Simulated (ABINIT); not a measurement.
# ZnO (zincite) (P6_3mc) in ABINIT: further runs

One crystal, ZnO (zincite), is run at these levels: PBE, LDA, PBEsol, RPBE, BLYP; tasks: single point.

Program: ABINIT 10.8.3 (patched build). These are calculated values, not measurements. Logs are shortened: lines on timing, memory, paths and dates and some standing lists are left out, and cuts for length are marked. The log counts tension as positive stress, the text compression.

**The experiment to reproduce.**

From “Electronic structure of alkaline earth and post-transition metal oxides”, 2009, arxiv:0908.1581, for a bulk crystal of ZnO: band gap 3.37 eV.

The results are compared with them further down.

### 1 The structure

The structure is hexagonal, space group P6_3mc (No. 186). The conventional cell has a = 3.249 Å, b = 3.249 Å, c = 5.206 Å, α = 90.00°, β = 90.00°, γ = 120.00°. Zn (site symmetry 3m) is surrounded by 4 O at 1.97 to 1.98 Å. O (site symmetry 3m) is surrounded by 4 Zn at 1.97 to 1.98 Å.

### 2 Single point, PBE

Input file run.abi:

```
pp_dirpath "./"
pseudos "Zn.GGA_PBE-JTH.xml, O.GGA_PBE-JTH.xml"

acell 3.249308 3.249308 5.205709 Angstrom
rprim
     1.0000000000     0.0000000000     0.0000000000
    -0.5000000000     0.8660254038     0.0000000000
     0.0000000000     0.0000000000     1.0000000000
ntypat 2
znucl 30 8
natom 4
typat 1 1 2 2
xred
     0.6666666667     0.3333333333     0.0000000000
     0.3333333333     0.6666666667     0.5000000000
     0.3333333333     0.6666666667     0.8790100000
     0.6666666667     0.3333333333     0.3790100000

ecut 28.0
pawecutdg 50.0
pawxcdev 0

kptopt 1
ngkpt 9 9 5
nshiftk 1
shiftk 0.0 0.0 0.0

ixc 11

nband 22
occopt 3
tsmear 0.00183747

nstep 100
tolvrs 1.0e-9

iomode 3
prtwf 0
prteig 0
prtebands 0
enunit 1
prtden 1
prtvha 1
prtvclmb 1
prtpot 1
```

Potentials or basis: JTH PAW PBE v2.0.

On the command line:

```bash
> abinit run.abi > log 2>&1
```

run.abo:

```text
.Version 10.8.3 of ABINIT
 Symmetries : space group P6_3 m c (#186); Bravais hP (primitive hexag.)
================================================================================
 Values of the parameters that define the memory need of the present run
     intxc =       0    ionmov =       0      iscf =      17    lmnmax =      18
     lnmax =       6     mgfft =      48  mpssoang =       3    mqgrid =    3132
     natom =       4  nloc_mem =       2    nspden =       1   nspinor =       1
    nsppol =       1      nsym =      12    n1xccc =       1    ntypat =       2
    occopt =       3   xclevel =       2
       mpw =        2298          nfft =       43200          nkpt =          36
 PAW method is used; the additional fine FFT grid is defined by:
   mgfftf=        64    nfftf =    102400
================================================================================
================================================================================

--------------------------------------------------------------------------------
------------- Echo of variables that govern the present computation ------------
--------------------------------------------------------------------------------
 -outvars: echo values of preprocessed input variables --------
            acell      6.1403022187E+00  6.1403022187E+00  9.8373643012E+00 Bohr
              amu      6.53900000E+01  1.59994000E+01
             ecut      2.80000000E+01 Hartree
           enunit           1
              ixc          11
         kptrlatt        9    0    0      0    9    0      0    0    5
          kptrlen      4.91868215E+01
            natom           4
            nband          22
            ngfft          30      30      48
          ngfftdg          40      40      64
             nkpt          36
            nstep         100
             nsym          12
           ntypat           2
           occopt           3
        pawecutdg      5.00000000E+01 Hartree
         pawxcdev           0
        prtebands           0
           prteig           0
           prtpot           1
         prtvclmb           1
           prtvha           1
            prtwf           0
            rprim      1.0000000000E+00  0.0000000000E+00  0.0000000000E+00
                      -5.0000000000E-01  8.6602540380E-01  0.0000000000E+00
                       0.0000000000E+00  0.0000000000E+00  1.0000000000E+00
          spgroup         186
           tolvrs      1.00000000E-09
           tsmear      1.83747000E-03 Hartree
            typat      1  1  2  2
           useylm           1
           xangst      1.6246540000E+00  9.3799442426E-01  0.0000000000E+00
                       6.5619490340E-17  1.8759888485E+00  2.6028545000E+00
                       6.5619490340E-17  1.8759888485E+00  4.5758702681E+00
                       1.6246540000E+00  9.3799442426E-01  1.9730157681E+00
            xcart      3.0701511094E+00  1.7725525695E+00  0.0000000000E+00
                       1.2400286527E-16  3.5451051389E+00  4.9186821506E+00
                       1.2400286527E-16  3.5451051389E+00  8.6471415944E+00
                       3.0701511094E+00  1.7725525695E+00  3.7284594438E+00
             xred      6.6666666667E-01  3.3333333333E-01  0.0000000000E+00
                       3.3333333333E-01  6.6666666667E-01  5.0000000000E-01
                       3.3333333333E-01  6.6666666667E-01  8.7901000000E-01
                       6.6666666667E-01  3.3333333333E-01  3.7901000000E-01
            znucl       30.00000    8.00000

================================================================================

 chkinp: Checking input parameters for consistency.

================================================================================
== DATASET  1 ==================================================================

--- !DatasetInfo
iteration_state: {dtset: 1, }
dimensions: {natom: 4, nkpt: 36, mband: 22, nsppol: 1, nspinor: 1, nspden: 1, mpw: 2298, }
cutoff_energies: {ecut:  28.0, pawecutdg:  50.0, }
electrons: {nelect:   3.60000000E+01, charge:   0.00000000E+00, occopt:   3.00000000E+00, tsmear:   1.83747000E-03, }
meta: {optdriver: 0, ionmov: 0, optcell: 0, iscf: 17, paral_kgb: 0, }
...

 Exchange-correlation functional for the present dataset will be:
  GGA: Perdew-Burke-Ernzerhof functional - ixc=11
  J.P.Perdew, K.Burke, M.Ernzerhof, PRL 77, 3865 (1996)

 Real(R)+Recip(G) space primitive vectors, cartesian coordinates (Bohr,Bohr^-1):
 R(1)=  6.1403022  0.0000000  0.0000000  G(1)=  0.1628584  0.0940264  0.0000000
 R(2)= -3.0701511  5.3176577  0.0000000  G(2)=  0.0000000  0.1880527  0.0000000
 R(3)=  0.0000000  0.0000000  9.8373643  G(3)=  0.0000000  0.0000000  0.1016532
 Unit cell volume ucvol=  3.2120987E+02 bohr^3
 Angles (23,13,12)=  9.00000000E+01  9.00000000E+01  1.20000000E+02 degrees

 Coarse grid specifications (used for wave-functions):

 getcut: wavevector=  0.0000  0.0000  0.0000  ngfft=  30  30  48
[... 100 lines left out ...]
cartesian_forces: # hartree/bohr
- [ -0.00000000E+00,  -0.00000000E+00,  -1.38879750E-03, ]
- [ -0.00000000E+00,  -0.00000000E+00,  -1.38879750E-03, ]
- [  3.50815986E-28,   2.02543704E-28,   1.38879750E-03, ]
- [ -3.50815986E-28,  -2.02543704E-28,   1.38879750E-03, ]
force_length_stats: {min:   1.38879750E-03, max:   1.38879750E-03, mean:   1.38879750E-03, }
...

 Integrated electronic density in atomic spheres:
 ------------------------------------------------
 Atom  Sphere_radius  Integrated_density
    1        2.30770         10.88803626
    2        2.30770         10.88803626
    3        1.41465          4.53807152
    4        1.41465          4.53807152

================================================================================

 ----iterations are completed or convergence reached----

 Mean square residual over all n,k,spin=   25.870E-10; max=  20.364E-07
 reduced coordinates (array xred) for    4 atoms
       0.666666666667      0.333333333333      0.000000000000
       0.333333333333      0.666666666667      0.500000000000
       0.333333333333      0.666666666667      0.879010000000
       0.666666666667      0.333333333333      0.379010000000
 rms dE/dt=  7.8895E-03; max dE/dt=  1.3377E-02; dE/dt below (all hartree)
    1       0.000000000000      0.000000000000      0.013377121823
    2       0.000000000000      0.000000000000      0.013377121823
    3      -0.000000000000      0.000000000000     -0.013947092089
    4       0.000000000000      0.000000000000     -0.013947092089

 cartesian coordinates (angstrom) at end:
    1      1.62465400000000     0.93799442425686     0.00000000000000
    2      0.00000000000000     1.87598884851371     2.60285450000000
    3      0.00000000000000     1.87598884851371     4.57587026809000
    4      1.62465400000000     0.93799442425686     1.97301576809000

 cartesian forces (hartree/bohr) at end:
    1     -0.00000000000000    -0.00000000000000    -0.00138879750080
    2     -0.00000000000000    -0.00000000000000    -0.00138879750080
    3      0.00000000000000     0.00000000000000     0.00138879750080
    4     -0.00000000000000    -0.00000000000000     0.00138879750080
 frms,max,avg= 8.0182261E-04 1.3887975E-03   0.000E+00  0.000E+00  2.897E-05 h/b

 cartesian forces (eV/Angstrom) at end:
    1     -0.00000000000000    -0.00000000000000    -0.07141483884533
    2     -0.00000000000000    -0.00000000000000    -0.07141483884533
    3      0.00000000000000     0.00000000000000     0.07141483884533
    4     -0.00000000000000    -0.00000000000000     0.07141483884533
 frms,max,avg= 4.1231376E-02 7.1414839E-02   0.000E+00  0.000E+00  1.490E-03 e/A
 length scales=  6.140302218721  6.140302218721  9.837364301173 bohr
              =  3.249308000000  3.249308000000  5.205709000000 angstroms
 Fermi (or HOMO) energy (eV) =   6.54656   Average Vxc (eV)= -10.23619
 Eigenvalues (   eV  ) for nkpt=  36  k points:
 kpt#   1, nband= 22, wtk=  0.00247, kpt=  0.0000  0.0000  0.0000 (reduced coord)
 -11.97044  -11.23965    0.40731    0.40731    0.44623    0.49465    0.60436    0.60436
   1.57455    1.57455    1.78962    1.78962    2.05946    5.29725    5.29725    6.03605
   6.10803    6.10803    6.90459   11.32077   14.37422   18.95615
 prteigrs : prtvol=0 or 1, do not print more k-points.

--- !EnergyTerms
iteration_state     : {dtset: 1, }
comment             : Components of total free energy in Hartree
kinetic             :  2.84295190562538E+01
hartree             :  4.04968137522554E+01
xc                  : -9.37315613312581E+00
Ewald energy        : -1.08873348688041E+02
psp_core            :  2.87758457173554E+00
local_psp           : -1.49351036145538E+02
PAW spherical_terms :  3.48150356316976E+01
internal            : -1.60978587954762E+02
'-kT*entropy'       : -1.35502428188005E-07
total_energy        : -1.60978588090264E+02
total_energy_eV     : -4.38045053785686E+03
...

--- !EnergyTermsDC
iteration_state     : {dtset: 1, }
comment             : '"Double-counting" decomposition of free energy'
band_energy         :  9.31780604737475E-01
Ewald energy        : -1.08873348688041E+02
psp_core            :  2.87758457173554E+00
xc_dc               : -3.79758670649147E+01
PAW spherical_terms : -1.79387349767828E+01
internal            : -1.60978585553265E+02
'-kT*entropy'       : -1.35502428188005E-07
total_energy_dc     : -1.60978585688768E+02
total_energy_dc_eV  : -4.38045047250881E+03
...

--- !EnergyTermsWithPAWCore
iteration_state     : {dtset: 1, }
comment             : 'Components of total free energy, including PAW core contributions'
Total energy        : -3.74269848679727E+03
Total energy DC     : -3.74269848439578E+03
Total energy (eV)   : -1.01844014126489E+05
Total energy DC (eV): -1.01844014061141E+05
...

 Cartesian components of stress tensor (hartree/bohr^3)
  sigma(1 1)= -1.21158265E-04  sigma(3 2)=  0.00000000E+00
  sigma(2 2)= -1.21158265E-04  sigma(3 1)=  0.00000000E+00
  sigma(3 3)= -1.80822321E-04  sigma(2 1)=  0.00000000E+00

-Cartesian components of stress tensor (GPa)         [Pressure=  4.1497E+00 GPa]
- sigma(1 1)= -3.56459923E+00  sigma(3 2)=  0.00000000E+00
- sigma(2 2)= -3.56459923E+00  sigma(3 1)=  0.00000000E+00
- sigma(3 3)= -5.31997637E+00  sigma(2 1)=  0.00000000E+00

== END DATASET(S) ==============================================================
================================================================================

 -outvars: echo values of variables after computation  --------
            acell      6.1403022187E+00  6.1403022187E+00  9.8373643012E+00 Bohr
           etotal     -1.6097858569E+02
            fcart     -0.0000000000E+00 -0.0000000000E+00 -1.3887975008E-03
                      -0.0000000000E+00 -0.0000000000E+00 -1.3887975008E-03
                       3.5081598622E-28  2.0254370407E-28  1.3887975008E-03
                      -3.5081598622E-28 -2.0254370407E-28  1.3887975008E-03
            rprim      1.0000000000E+00  0.0000000000E+00  0.0000000000E+00
                      -5.0000000000E-01  8.6602540380E-01  0.0000000000E+00
                       0.0000000000E+00  0.0000000000E+00  1.0000000000E+00
           strten     -1.2115826506E-04 -1.2115826537E-04 -1.8082232147E-04
                       0.0000000000E+00  0.0000000000E+00  0.0000000000E+00
           xangst      1.6246540000E+00  9.3799442426E-01  0.0000000000E+00
                       6.5619490340E-17  1.8759888485E+00  2.6028545000E+00
                       6.5619490340E-17  1.8759888485E+00  4.5758702681E+00
                       1.6246540000E+00  9.3799442426E-01  1.9730157681E+00
             xred      6.6666666667E-01  3.3333333333E-01  0.0000000000E+00
                       3.3333333333E-01  6.6666666667E-01  5.0000000000E-01
                       3.3333333333E-01  6.6666666667E-01  8.7901000000E-01
                       6.6666666667E-01  3.3333333333E-01  3.7901000000E-01
 Calculation completed.
```

Run time: 2.3 min. Hardware: 1 thread of Arm Neoverse V2, shared host; peak memory 0.17 GiB.

Results:

| Property | Result |
| --- | --- |
| Free energy | -4380.4505 eV |
| Pressure | 4.1 GPa |
| Largest force | 0.071 eV/Å |
| Band gap on the k mesh | 0.80 eV, direct |
| Valence electrons inside the program's atomic spheres | Zn 10.89; O 4.54 |

Forces in eV/Å, atoms in the order of the input:
```
Zn   0.000  0.000 -0.071
Zn   0.000  0.000 -0.071
O    0.000  0.000  0.071
O    0.000  0.000  0.071
```

Levels at points of the mesh, in eV from the valence-band top:
| k point | band 14 | band 15 | band 16 | band 17 | band 18 | band 19 | band 20 | band 21 | band 22 |
| --- | --- | --- | --- | --- | --- | --- | --- | --- | --- |
| (0.00, 0.00, 0.00) | -0.81 | -0.81 | -0.07 | 0.00 | 0.00 | 0.80 | 5.21 | 8.27 | 12.85 |

[end of part 1 of 3]
